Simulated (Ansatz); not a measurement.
# A series in volume scale on BN

All results are calculated (Ansatz 0.2.0). Periodic Kohn-Sham DFT of a crystal at fixed atoms, scaled to volume_scale times the given cell; pressure positive in compression, energy less spherical unpolarised free atoms, largest_vzz the field gradient of largest size among the nuclei.

The cell before it is scaled or strained (space group P6_3/mmc, No. 194):
```
cell vectors (Å)
   2.5040     0.0000     0.0000
  -1.2520     2.1685     0.0000
   0.0000     0.0000     6.6612
atoms (fractions of the cell vectors)
B   0.33333  0.66667  0.25000
B   0.66667  0.33333  0.75000
N   0.33333  0.66667  0.75000
N   0.66667  0.33333  0.25000
```

Settings of every row: method frozen-core PAW; functional PBEsol; relativity scalar; k mesh 11x11x4; filling fermi-dirac; smearing width 0.02 eV; wave cutoff 420 eV; paw set soft_2.

Atom start moment: 0 on all atoms.

Limits: PAW files made with PBE; a layered crystal: even scaling strains the bonds within the layers, so this curve is stiffer than the crystal under pressure.

| row | volume scale | V (Å³/atom) | largest V_zz (1e21 V/m^2) | pressure (GPa) |
| --- | --- | --- | --- | --- |
| 1 | 0.94 | 8.5 | 2.912 | 17.245 |
| 2 | 0.96 | 8.681 | ? | ? |
| 3 | 0.98 | 8.862 | 2.833 | 5.534 |
| 4 | 0.99 | 8.952 | 2.813 | 2.926 |
| 5 | 1 | 9.043 | 2.794 | 0.432 |
| 6 | 1.01 | 9.133 | 2.776 | -1.947 |
| 7 | 1.02 | 9.223 | 2.757 | -4.221 |
| 8 | 1.04 | 9.404 | 2.72 | -8.466 |
| 9 | 1.06 | 9.585 | 2.685 | -12.343 |

Question: what largest V_zz and pressure should row 2 give?

Worked fit of largest V_zz. Take t = volume scale − 1. The shown rows have t = -0.06, -0.02, -0.01, 0, 0.01, 0.02, 0.04, 0.06. Least squares give largest V_zz = 2.7943 − 1.893 × t + 1.14 × t² 1e21 V/m^2; a straight line predicts inner rows, each left out in turn, worse (root mean square 0.0013 against 0.00047 1e21 V/m^2). The rows lie off it by 0.000, 0.000, 0.000, 0.000, 0.001, 0.000, 0.000, 0.000. The withheld row has t = -0.04, so the fit gives 2.7943 − 1.893 × (-0.04) + 1.14 × (-0.04)² = 2.872 1e21 V/m^2.

The calculation gave 2.872 1e21 V/m^2. The fit meets it to the printed digit.

Worked fit of pressure. Take u = (V_r/V)^(2/3) − 1 with V_r = 9.088 Å³ an atom, which is twice the finite (Eulerian) strain; such expansions in the strain, on which the Birch-Murnaghan equation of state is built, carry the rest volume and the bulk modulus. The shown rows have u = 0.0456, 0.01693, 0.0101, 0.00331, -0.00329, -0.00978, -0.02253, -0.03487. Least squares give pressure = −0.7753 + 359.229 × u + 788.51 × u² GPa; a straight line predicts inner rows, each left out in turn, worse (root mean square 0.41 against 0.0077 GPa). The rows lie off it by 0.000, 0.002, -0.007, 0.010, 0.002, -0.008, 0.002, 0.000 (root mean square 0.0053 GPa). The pressure vanishes at u = 0.0021, or V = 9.059 Å³ an atom, and there the bulk modulus at fixed shape and fractions is B = −V dP/dV = (2/3)(1 + u) dP/du = 242 GPa. Letting shape and atoms relax would as a rule lower it, by much in layered, chain or molecular crystals. The withheld row has u = 0.03102, so the fit gives −0.7753 + 359.229 × (0.03102) + 788.51 × (0.03102)² = 11.127 GPa.

The calculation gave 11.116 GPa. The fit lies 0.011 GPa (0.037 % of the column's range) above it; its largest miss of a shown row is 0.010 GPa.
